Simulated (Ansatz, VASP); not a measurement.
Given: the input of a run of VASP 6.6.1 on Cu3N.

INCAR

```
ALGO = Normal ; EDIFF = 1E-7
ENCUT = 520 ; GGA = PE
ISIF = 2 ; ISMEAR = -1
LASPH = True ; LCHARG = False
LREAL = False ; LWAVE = False
NBANDS = 27 ; NELM = 100
PREC = Accurate ; SIGMA = 0.05
```

KPOINTS

```
k-points
0
Gamma
  7 7 7
```

File POSCAR:

```
Cu3N
1.0
    3.8070000000      0.0000000000      0.0000000000
    0.0000000000      3.8070000000      0.0000000000
    0.0000000000      0.0000000000      3.8070000000
Cu N
3 1
Direct
    0.0000000000      0.0000000000      0.5000000000
    0.0000000000      0.5000000000      0.0000000000
    0.5000000000      0.0000000000      0.0000000000
    0.0000000000      0.0000000000      0.0000000000
```

Potentials or basis: VASP PAW PBE potentials, release 64 (Cu, N).

Command:

```console
$ cat potpaw_PBE.64/Cu/POTCAR potpaw_PBE.64/N/POTCAR > POTCAR
$ mpirun -np 1 vasp_std > vasp.out
```

Question: Set up the same calculation for Ansatz 0.2.0. Potentials there: all-electron LAPW, scalar-relativistic.

Answer: As run (the cutoff follows the program's own potentials):

Contents of input.yaml:

```yaml
crystal:
  lattice:
    - [3.807, 0.0, 0.0]
    - [0.0, 3.807, 0.0]
    - [0.0, 0.0, 3.807]
  atoms:
    - { symbol: Cu, position: [0.0, 0.0, 0.5] }
    - { symbol: Cu, position: [0.0, 0.5, 0.0] }
    - { symbol: Cu, position: [0.5, 0.0, 0.0] }
    - { symbol: "N", position: [0.0, 0.0, 0.0] }
kpoints:
  mp_grid: { grid: [7, 7, 7] }
scf:
  occupations: { method: fermi_dirac, width: 0.05 }
hamiltonian:
  xc: pbe
  pseudopotentials: { kind: all_electron, lapw: { basis_error: 0.001 } }
output:
  forces: true
  stress: true
  eigenvalues: true
```

Potentials or basis: all-electron LAPW, scalar-relativistic.

The run is started by

```console
$ ansatz run input.yaml --threads 2 --pin off --max-ram 6144MiB --backend cpu --events-out ev --progress --plain --runs-dir out
```

Both were run:

|  | VASP | Ansatz | Ansatz less VASP |
| --- | --- | --- | --- |
| gap on the k mesh at the Fermi level (eV) | 0.99 | 0.96 | -0.022 |
| least direct gap on the mesh (eV) | 1.38 | 1.35 | -0.032 |
| pressure (GPa) | 2.4 | 1.8 | -0.62 |

Ansatz ran all-electron here, so the differences hold the error of VASP's frozen core and of both bases.

Caveats: an odd mesh through Γ misses points on the zone boundary, where band edges often lie. As with any semilocal functional, this PBE gap is likely too small.
